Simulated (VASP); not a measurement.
**ZnS: single point with PBEsol**

**The experiment to reproduce.**

From a printed reference work, monograph, for a bulk crystal of ZnS at 4 K: band gap 3.911 eV (direct).

ZnS:

```
Zn S
1.0
     3.78159    0.00000    0.00000
    -1.89079    3.27495    0.00000
     0.00000    0.00000    6.20895
Zn S
2 2
Direct
  0.33333 0.66667 0.00544
  0.66667 0.33333 0.50544
  0.33333 0.66667 0.37956
  0.66667 0.33333 0.87956
```

```
Program                : VASP 6.6.1
Task                   : single point
Functional             : PBEsol
Potentials or basis    : VASP PAW PBE potentials, release 64 (Zn, S)
Cutoff                 : 520 eV
k mesh                 : 9 × 9 × 6
Occupations            : gaussian, width 0.02 eV
Spin                   : no spin polarisation
Dipole correction      : no
Further INCAR settings : ALGO = Normal; EDIFF = 1e-07; NBANDS = 26
```

```yaml
Pressure: 0.2 GPa
Band_gap_on_the_k_mesh: 2.16 eV, direct
```

Levels at points of the mesh, in eV from the valence-band top:
| k point | band 15 | band 16 | band 17 | band 18 | band 19 | band 20 | band 21 | band 22 |
| --- | --- | --- | --- | --- | --- | --- | --- | --- |
| (0.00, 0.00, 0.00) | -0.94 | -0.09 | 0.00 | 0.00 | 2.16 | 3.03 | 6.21 | 6.21 |
| (0.00, 0.00, 0.50) | -0.49 | -0.49 | -0.49 | -0.49 | 3.51 | 3.51 | 6.67 | 6.67 |

Run time: 80 s on 1 thread of AMD EPYC 7R43 64-Core Processor (Zen 3), with other jobs on the host, peak memory 0.19 GiB.

Against the measured gap of ZnS, 3.911 eV (direct; 4 K; a printed reference work, monograph), the calculated 2.16 eV is off by -1.75 eV. The value is that of PBEsol, without temperature or zero-point motion. Semilocal functionals fall short of measured gaps as a rule.

Caveat: the PAW data sets were made with another functional, which shifts forces and pressure a little.
